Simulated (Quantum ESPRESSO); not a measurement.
# Sr (Fm-3m) in Quantum ESPRESSO: further runs

Runs on Sr. Level: PBE. Tasks: phonons.

Program: Quantum ESPRESSO 7.5. These are calculated values, not measurements. Logs are shortened: lines on timing, memory, paths and dates and some standing lists are left out, and cuts for length are marked.

## (1) The structure

It takes space group Fm-3m (No. 225, cubic). The conventional cell has a = 6.085 Å, b = 6.085 Å, c = 6.085 Å, α = 90.00°, β = 90.00°, γ = 90.00°. Sr (site symmetry m-3m) is surrounded by 12 Sr at 4.30 Å.

## (2) Phonons, PBE, target pressure 8 GPa, at which the enthalpy is minimised

pw.in reads:

```
&CONTROL
  calculation = 'scf'
  prefix = 'pwscf'
  outdir = './tmp'
  pseudo_dir = './pseudo'
  tprnfor = .true.
  tstress = .true.
  disk_io = 'low'
/
&SYSTEM
  ibrav = 0
  nat = 1
  ntyp = 1
  ecutwfc = 68
  nbnd = 10
  occupations = 'smearing'
  smearing = 'mv'
  degauss = 0.01469973
/
&ELECTRONS
  conv_thr = 2d-10
  electron_maxstep = 120
  mixing_beta = 0.5
/
ATOMIC_SPECIES
Sr    87.6200 Sr.upf
CELL_PARAMETERS angstrom
   0.0000000000    3.0423500000    3.0423500000
   3.0423500000    0.0000000000    3.0423500000
   3.0423500000    3.0423500000    0.0000000000
ATOMIC_POSITIONS crystal
Sr     0.0000000000    0.0000000000    0.0000000000
K_POINTS automatic
8 8 8 0 0 0
```

relax.in reads:

```
&CONTROL
  calculation = 'vc-relax'
  prefix = 'pwscf'
  outdir = './tmp'
  pseudo_dir = './pseudo'
  tprnfor = .true.
  tstress = .true.
  disk_io = 'low'
  nstep = 40
  forc_conv_thr = 0.0001
  etot_conv_thr = 1d-06
/
&SYSTEM
  ibrav = 0
  nat = 1
  ntyp = 1
  ecutwfc = 68
  nbnd = 10
  occupations = 'smearing'
  smearing = 'mv'
  degauss = 0.01469973
/
&ELECTRONS
  conv_thr = 2d-10
  electron_maxstep = 120
  mixing_beta = 0.5
/
&IONS
  ion_dynamics = 'bfgs'
/
&CELL
  cell_dynamics = 'bfgs'
  press = 80
  press_conv_thr = 0.2
/
ATOMIC_SPECIES
Sr    87.6200 Sr.upf
CELL_PARAMETERS angstrom
   0.0000000000    3.0423500000    3.0423500000
   3.0423500000    0.0000000000    3.0423500000
   3.0423500000    3.0423500000    0.0000000000
ATOMIC_POSITIONS crystal
Sr     0.0000000000    0.0000000000    0.0000000000
K_POINTS automatic
8 8 8 0 0 0
```

scf2.in reads:

```
&CONTROL
  calculation = 'scf'
  prefix = 'pwscf'
  outdir = './tmp'
  pseudo_dir = './pseudo'
  tprnfor = .true.
  tstress = .true.
  disk_io = 'low'
/
&SYSTEM
  ibrav = 0
  nat = 1
  ntyp = 1
  ecutwfc = 68
  nbnd = 10
  occupations = 'smearing'
  smearing = 'mv'
  degauss = 0.01469973
/
&ELECTRONS
  conv_thr = 1d-13
  electron_maxstep = 120
  mixing_beta = 0.5
  startingpot = 'file'
  startingwfc = 'file'
/
ATOMIC_SPECIES
Sr    87.6200 Sr.upf
CELL_PARAMETERS angstrom
   0.0000000000    2.6625572413    2.6625572413
   2.6625572413    0.0000000000    2.6625572413
   2.6625572413    2.6625572413    0.0000000000
ATOMIC_POSITIONS crystal
Sr     0.0000000000    0.0000000000    0.0000000000
K_POINTS automatic
8 8 8 0 0 0
```

ph.in reads:

```
phonons of Sr
&INPUTPH
  prefix = 'pwscf'
  outdir = './tmp'
  tr2_ph = 1d-18
  fildyn = 'dyn'
  niter_ph = 90
  alpha_mix(1) = 0.4
/
0.5303300859 0.5303300859 -0.0000000000
```

Potentials or basis: PseudoDojo 0.4.1 SR PBE standard.

Run with:

```
OMP_NUM_THREADS=1 mpirun -n 4 pw.x -nk 4 -in pw.in > pw.out
OMP_NUM_THREADS=1 mpirun -n 4 pw.x -nk 4 -in relax.in > relax.out
OMP_NUM_THREADS=1 mpirun -n 4 pw.x -nk 4 -in scf2.in > scf2.out
OMP_NUM_THREADS=1 mpirun -n 4 ph.x -nk 4 -in ph.in > ph.out
```

pw.out:

```text
This program is part of the open-source Quantum ESPRESSO suite
     for quantum simulation of materials; please cite
[... 6 lines left out ...]
     using ibrav=0 with symmetry is DISCOURAGED, use correct ibrav instead

     K-points division:     npool     =       4
     Subspace diagonalization in iterative solution of the eigenvalue problem:
     a serial algorithm will be used

     G-vector sticks info
     --------------------
     sticks:   dense  smooth     PW     G-vecs:    dense   smooth      PW
     Sum        1237    1237    367                28763    28763    4621

     Using Slab Decomposition

     bravais-lattice index     =            0
     lattice parameter (alat)  =       8.1306  a.u.
     unit-cell volume          =     380.0617 (a.u.)^3
     number of atoms/cell      =            1
     number of atomic types    =            1
     number of electrons       =        10.00
     number of Kohn-Sham states=           10
     kinetic-energy cutoff     =      68.0000  Ry
     charge density cutoff     =     272.0000  Ry
     scf convergence threshold =      2.0E-10
     mixing beta               =       0.5000
     number of iterations used =            8  plain     mixing
     Exchange-correlation= PBE
                           (   1   4   3   4   0   0   0)

     celldm(1)=   8.130608  celldm(2)=   0.000000  celldm(3)=   0.000000
     celldm(4)=   0.000000  celldm(5)=   0.000000  celldm(6)=   0.000000

     crystal axes: (cart. coord. in units of alat)
               a(1) = (   0.000000   0.707107   0.707107 )
               a(2) = (   0.707107   0.000000   0.707107 )
               a(3) = (   0.707107   0.707107   0.000000 )

     reciprocal axes: (cart. coord. in units 2 pi/alat)
               b(1) = ( -0.707107  0.707107  0.707107 )
               b(2) = (  0.707107 -0.707107  0.707107 )
               b(3) = (  0.707107  0.707107 -0.707107 )

     PseudoPot. # 1 for Sr read from file:
     Sr.upf
     Pseudo is Norm-conserving + core correction, Zval = 10.0
     Generated using ONCVPSP code by D. R. Hamann
     Using radial grid of 1834 points,  6 beta functions with:
                l(1) =   0
                l(2) =   0
                l(3) =   1
                l(4) =   1
                l(5) =   2
                l(6) =   2

     atomic species   valence    mass     pseudopotential
     Sr               10.00    87.62000     Sr( 1.00)

     48 Sym. Ops., with inversion, found

   Cartesian axes

     site n.     atom                  positions (alat units)
         1        Sr     tau(   1) = (   0.0000000   0.0000000   0.0000000  )

     number of k points=    29  Marzari-Vanderbilt smearing, width (Ry)=  0.0147
                       cart. coord. in units 2pi/alat
        k(    1) = (   0.0000000   0.0000000   0.0000000), wk =   0.0039062
        k(    2) = (   0.0883883   0.0883883  -0.0883883), wk =   0.0312500
        k(    3) = (   0.1767767   0.1767767  -0.1767767), wk =   0.0312500
        k(    4) = (   0.2651650   0.2651650  -0.2651650), wk =   0.0312500
        k(    5) = (  -0.3535534  -0.3535534   0.3535534), wk =   0.0156250
        k(    6) = (   0.1767767   0.0000000   0.0000000), wk =   0.0234375
[... 21 lines left out ...]
        k(   28) = (  -0.7071068   0.1767767  -0.0000000), wk =   0.0468750
        k(   29) = (  -0.7071068   0.3535534   0.0000000), wk =   0.0234375

     Dense  grid:    28763 G-vectors     FFT dimensions: (  45,  45,  45)

     Initial potential from superposition of free atoms

     starting charge       9.9917, renormalised to      10.0000
     Starting wfcs are    5 randomized atomic wfcs +    5 random wfcs

     Self-consistent Calculation

     iteration #  1     ecut=    68.00 Ry     beta= 0.50
     Davidson diagonalization with overlap
     ethr =  1.00E-02,  avg # of iterations =  8.1

     Threshold (ethr) on eigenvalues was too large:
     Diagonalizing with lowered threshold

     Davidson diagonalization with overlap
     ethr =  1.42E-05,  avg # of iterations =  9.4

     total energy              =     -68.46724234 Ry
     estimated scf accuracy    <       0.00124950 Ry

     iteration #  2     ecut=    68.00 Ry     beta= 0.50
     Davidson diagonalization with overlap
     ethr =  1.25E-05,  avg # of iterations =  1.0

     total energy              =     -68.46738392 Ry
     estimated scf accuracy    <       0.00031350 Ry

     iteration #  3     ecut=    68.00 Ry     beta= 0.50
     Davidson diagonalization with overlap
     ethr =  3.13E-06,  avg # of iterations =  2.4

     total energy              =     -68.46739801 Ry
     estimated scf accuracy    <       0.00000367 Ry

     iteration #  4     ecut=    68.00 Ry     beta= 0.50
     Davidson diagonalization with overlap
     ethr =  3.67E-08,  avg # of iterations =  3.9

     total energy              =     -68.46739954 Ry
     estimated scf accuracy    <       0.00000012 Ry

     iteration #  5     ecut=    68.00 Ry     beta= 0.50
     Davidson diagonalization with overlap
     ethr =  1.19E-09,  avg # of iterations =  2.3

     total energy              =     -68.46739957 Ry
     estimated scf accuracy    <       0.00000004 Ry

     iteration #  6     ecut=    68.00 Ry     beta= 0.50
     Davidson diagonalization with overlap
     ethr =  4.26E-10,  avg # of iterations =  1.1

     End of self-consistent calculation

          k = 0.0000 0.0000 0.0000 (  3647 PWs)   bands (ev):

   -31.6821 -13.5708 -13.5708 -13.5708   1.3575   7.2943   7.2943   7.2943
     8.7250   8.7250

          k = 0.0884 0.0884-0.0884 (  3605 PWs)   bands (ev):

   -31.6803 -13.5977 -13.5744 -13.5744   1.6010   6.9341   7.3975   7.3975
     8.5951   8.5951

          k = 0.1768 0.1768-0.1768 (  3602 PWs)   bands (ev):

   -31.6759 -13.6618 -13.5832 -13.5832   2.2796   6.2212   7.4405   7.4405
     8.6723   8.6723

          k = 0.2652 0.2652-0.2652 (  3609 PWs)   bands (ev):

   -31.6715 -13.7246 -13.5920 -13.5920   3.2158   5.4917   7.2425   7.2425
     9.2961   9.2962

          k =-0.3536-0.3536 0.3536 (  3600 PWs)   bands (ev):

   -31.6697 -13.7503 -13.5956 -13.5956   3.8614   4.9972   7.1402   7.1402
     9.7389   9.7389

          k = 0.1768 0.0000 0.0000 (  3615 PWs)   bands (ev):

   -31.6797 -13.5969 -13.5804 -13.5804   1.6816   6.8534   7.4510   7.4510
     8.1761   8.8506

          k = 0.2652 0.0884-0.0884 (  3609 PWs)   bands (ev):

   -31.6761 -13.6443 -13.5909 -13.5882   2.2158   6.3438   7.3611   7.5880
     8.0754   8.9939

          k = 0.3536 0.1768-0.1768 (  3596 PWs)   bands (ev):

   -31.6718 -13.7040 -13.6002 -13.5996   3.0851   5.7107   6.9567   7.4886
     8.7530   9.4656

          k =-0.2652-0.4419 0.4419 (  3602 PWs)   bands (ev):

   -31.6691 -13.7392 -13.6115 -13.6016   3.9770   5.0690   6.7953   7.3375
     9.5401   9.7627

          k =-0.1768-0.3536 0.3536 (  3609 PWs)   bands (ev):

   -31.6697 -13.7308 -13.6151 -13.5956   3.7205   5.2884   6.7951   7.3581
     9.1791   9.8910

          k =-0.0884-0.2652 0.2652 (  3605 PWs)   bands (ev):

   -31.6732 -13.6844 -13.6077 -13.5852   2.7721   5.9685   6.9973   7.5919
     8.3639   9.3842

          k = 0.0000-0.1768 0.1768 (  3601 PWs)   bands (ev):

   -31.6776 -13.6291 -13.5909 -13.5764   1.9910   6.5499   7.3164   7.6282
     8.1585   8.8497

          k = 0.3536 0.0000 0.0000 (  3591 PWs)   bands (ev):

   -31.6738 -13.6581 -13.6037 -13.6037   2.5762   6.0929   7.0657   7.9442
     7.9442   9.1820

          k = 0.4419 0.0884-0.0884 (  3589 PWs)   bands (ev):

   -31.6703 -13.6961 -13.6193 -13.6141   3.2878   5.7372   6.5051   8.0807
     8.5296   9.5518

          k =-0.1768-0.5303 0.5303 (  3595 PWs)   bands (ev):

   -31.6677 -13.7196 -13.6423 -13.6161   4.1966   5.2826   6.2136   7.9123
     9.1342   9.8272

          k =-0.0884-0.4419 0.4419 (  3597 PWs)   bands (ev):

   -31.6674 -13.7147 -13.6599 -13.6085   4.5146   5.1752   6.0598   7.7739
     9.2294   9.2390

          k = 0.0000-0.3536 0.3536 (  3599 PWs)   bands (ev):

   -31.6697 -13.6996 -13.6463 -13.5957   3.6045   5.8069   6.1933   7.7504
     8.5195   9.9520

          k = 0.5303-0.0000 0.0000 (  3599 PWs)   bands (ev):

   -31.6680 -13.7165 -13.6269 -13.6269   3.7376   5.5353   6.2098   8.8152
     8.8152   9.5655

          k =-0.0884-0.6187 0.6187 (  3591 PWs)   bands (ev):

   -31.6662 -13.7279 -13.6444 -13.6305   4.3257   5.3931   5.9531   8.8109
     9.2549   9.9035

          k = 0.0000-0.5303 0.5303 (  3580 PWs)   bands (ev):

   -31.6660 -13.7107 -13.6748 -13.6229   4.8900   5.2031   5.7717   8.3326
     8.7234   9.5570

          k =-0.7071 0.0000 0.0000 (  3572 PWs)   bands (ev):

   -31.6656 -13.7399 -13.6365 -13.6365   4.3555   5.3384   5.9591   9.7452
    10.0338  10.1238

          k = 0.3536 0.1768 0.0000 (  3598 PWs)   bands (ev):

   -31.6726 -13.6774 -13.6162 -13.5944   2.8505   5.9965   6.7854   7.9131
     8.1043   9.4493

          k =-0.2652-0.4419 0.6187 (  3594 PWs)   bands (ev):

   -31.6691 -13.7112 -13.6361 -13.6049   3.7574   5.5449   6.3436   7.7085
     8.8188   9.9571

          k =-0.1768-0.3536 0.5303 (  3600 PWs)   bands (ev):

   -31.6676 -13.7257 -13.6424 -13.6105   4.5168   4.9719   6.3032   7.5845
     9.2047   9.9793

          k =-0.1768-0.5303 0.7071 (  3603 PWs)   bands (ev):

   -31.6677 -13.7130 -13.6414 -13.6231   3.9954   5.5604   6.0511   8.2020
     8.9297   9.9894

          k =-0.0884-0.4419 0.6187 (  3600 PWs)   bands (ev):

   -31.6662 -13.7093 -13.6677 -13.6272   4.7933   5.2865   5.8343   7.7189
     9.2368  10.0437

          k = 0.0000-0.3536 0.5303 (  3589 PWs)   bands (ev):

   -31.6668 -13.6996 -13.6762 -13.6180   4.6080   5.5695   5.6480   7.7056
     9.1931   9.4110

          k =-0.7071 0.1768-0.0000 (  3596 PWs)   bands (ev):

   -31.6656 -13.7249 -13.6518 -13.6373   4.6352   5.4011   5.8332   8.1619
    10.0376  10.1703

          k =-0.7071 0.3536 0.0000 (  3636 PWs)   bands (ev):

   -31.6656 -13.6885 -13.6885 -13.6381   5.0503   5.5869   5.5869   7.1549
    10.0384  10.1944

     the Fermi energy is     4.9376 ev

!    total energy              =     -68.46739957 Ry
     estimated scf accuracy    <          5.8E-11 Ry
     smearing contrib. (-TS)   =       0.00000396 Ry
     internal energy E=F+TS    =     -68.46740353 Ry

     The total energy is F=E-TS. E is the sum of the following terms:
     one-electron contribution =     -26.00162908 Ry
     hartree contribution      =      14.02576106 Ry
     xc contribution           =     -16.61767936 Ry
     ewald contribution        =     -39.87385614 Ry

     convergence has been achieved in   6 iterations

     Forces acting on atoms (cartesian axes, Ry/au):

     atom    1 type  1   force =     0.00000000    0.00000000    0.00000000

     Total force =     0.000000     Total SCF correction =     0.000000

     Computing stress (Cartesian axis) and pressure

          total   stress  (Ry/bohr**3)                   (kbar)     P=       -3.19
  -0.00002166  -0.00000000  -0.00000000           -3.19       -0.00       -0.00
  -0.00000000  -0.00002166  -0.00000000           -0.00       -3.19       -0.00
  -0.00000000  -0.00000000  -0.00002166           -0.00       -0.00       -3.19

=------------------------------------------------------------------------------=
   JOB DONE.
=------------------------------------------------------------------------------=
```

It took 83 s on 4 MPI ranks of Intel Xeon 6975P-C (Granite Rapids), shared host; peak memory 0.36 GiB.

What came out:

```
Free energy                                 : -931.2180 eV
Relaxed volume                              : 37.75 Å³/atom
Relaxed cell                                : a = 3.765 Å, b = 3.765 Å, c = 3.765 Å, α = 60.00°, β = 60.00°, γ = 60.00°
Space group after relaxing (to 0.05 Å)      : Fm-3m (No. 225)
Pressure after relaxing                     : 8.0 GPa
Band gap on the k mesh                      : none (metal or under the smearing width)
Highest phonon frequency at the q point run : 145 cm⁻¹
```

Step by step:
```csv
step,energy change (eV),largest force (eV/Å),pressure (GPa),volume (Å³)
1,0.0000,0.0000,-0.32,56.32
2,-0.0012,0.0000,0.18,53.96
3,0.0118,0.0000,1.08,50.56
4,0.0701,0.0000,2.91,45.72
5,0.2673,0.0000,6.93,39.06
6,0.3356,0.0000,8.13,37.60
7,0.3280,0.0000,8.00,37.75
8,0.3280,0.0000,8.00,37.75
```

Final structure:
```yaml
crystal:
  lattice:
    - [0.00000, 2.66256, 2.66256]
    - [2.66256, 0.00000, 2.66256]
    - [2.66256, 2.66256, 0.00000]
  atoms:
    - { symbol: Sr, position: [0.00000, 0.00000, 0.00000] }
```

Phonon frequencies in cm⁻¹ (negative: imaginary):
```
              q point  frequencies
(0.375, 0.375, 0.750)   85 117 145
```

Phonon modes at q = (0.375, 0.375, 0.750) in reciprocal lattice units:
| mode | symmetry | cm⁻¹ |
| --- | --- | --- |
| 1 | B_1 | 85 |
| 2 | A_1 | 117 |
| 3 | B_2 | 145 |

Caveat: the volume moved by over 15 % at a fixed basis, so the end points are rough; the cell is more than 3 GPa from zero pressure, which shifts response properties.

[end of part 1 of 3]
